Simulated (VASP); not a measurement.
Pd:

```
CELL_PARAMETERS angstrom
-1.54077 1.54077 1.54077
1.54077 -1.54077 1.54077
1.54077 1.54077 -1.54077
ATOMIC_POSITIONS crystal
Pd 0.00000 0.00000 0.00000
```

This isn't the form of Pd at room conditions, which is fcc.

Base run:

```yaml
Program: VASP 6.6.1
Functional: PBEsol
Potentials_or_basis: VASP PAW PBE potentials, release 64 (Pd)
Cutoff: 700 eV
k_mesh: 18 × 18 × 18
Occupations: gaussian, width 0.1 eV
Spin: no spin polarisation
```

Its results: band gap on the k mesh none (metal or under the smearing width); pressure 0.1 GPa.

Task: The run is repeated on the same cell with these changes: functional from PBEsol to r2SCAN; cutoff from 700 eV to 520 eV. What comes out?

Result: Band gap on the k mesh none (metal or under the smearing width); pressure 5.9 GPa.

Caveats: the PAW data sets were made with another functional, which shifts forces and pressure a little.

Not every run made on this cell is shown here.
